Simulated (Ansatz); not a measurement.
# MnS: experiment and calculation

**Experimental background.**

From “Structural Investigations of α-MnS Nanocrystals and Thin Films Synthesized from Manganese(II) Xanthates by Hot Injection, Solvent-Less Thermolysis, and Doctor Blade Routes”, 2021, pmc:8552351, for a bulk crystal of MnS: lattice constant a 5.615 Å.

The runs below are set against these values where they give the same quantity.

Method: DFT r2SCAN, scalar-relativistic, plane waves, PAW in Ansatz.

Cutoff 500 eV; k points 12×12×12 on the computed 2-atom cell (Γ-centred); Gaussian smearing, width 0.02 eV; collinear spin from starting moments 4.76 0.12 μB.

Relaxed structure, symmetry kept:

```cif
data_structure
_symmetry_space_group_name_H-M 'F-43m'
_symmetry_Int_Tables_number 216
_cell_length_a 5.6467
_cell_length_b 5.6467
_cell_length_c 5.6467
_cell_angle_alpha 90.000
_cell_angle_beta 90.000
_cell_angle_gamma 90.000
_cell_volume 180.05
loop_
_atom_site_label
_atom_site_type_symbol
_atom_site_symmetry_multiplicity
_atom_site_Wyckoff_symbol
_atom_site_fract_x
_atom_site_fract_y
_atom_site_fract_z
_atom_site_occupancy
Mn1 Mn 4 a 0.00000 0.00000 0.00000 1
S1 S 4 d 0.25000 0.25000 0.75000 1
```

| Quantity | Value |
| --- | --- |
| Space group | F-43m (No. 216) |
| Volume per atom | 22.51 Å³ |
| Formation energy from the elements' standard states (uncorrected) | -1.078 eV/atom |
| Generalised Kohn–Sham band gap | 0.73 eV, indirect from Γ to X |
| Löwdin character of the top 1 eV of the valence band | S 3p 62 %, Mn 3d 34 % |
| Löwdin character of the lowest 1 eV of the conduction band | Mn 3d 86 %, unprojected 11 % |
| Electron masses at the edge by Cartesian direction of the standard setting (m_e; degenerate bands sorted by energy; no spin-orbit coupling) | x: 2.4; y: 4.6; z: 4.6 |
| Hole masses at the edge by Cartesian direction of the standard setting (m_e; degenerate bands sorted by energy; no spin-orbit coupling) | x: 0.69, 0.69, 0.22; y: 0.69, 0.69, 0.22; z: 0.69, 0.69, 0.22 |
| Bulk modulus | 66 GPa |
| Its pressure derivative | 4.2 |
| Electronic dielectric constant xx, yy, zz of the standard setting (independent particles) | 5.3, 5.3, 5.3 |
| Bader charges (e) | Mn (1 in the cell) 1.25, S (1 in the cell) -1.25 |
| Total moment | 5.00 μB per cell |
| Site moments (μB; atoms counted from 1 over the whole cell) | Mn (atom 1) 4.33, S (atom 2) 0.10 |

The state reached may not be the lowest one.

Only this magnetic start was tried.

A measured lattice constant a of MnS is 5.615 Å (quoted in the paper above); the calculated 5.647 Å misses it by +0.6 %. The calculation is for 0 K without zero-point motion. The calculated magnetic order may not be the real one, and cell, gap and energy hang on it, so these differences aren't the functional's alone.

This zinc-blende form isn't the usual stable structure of the compound.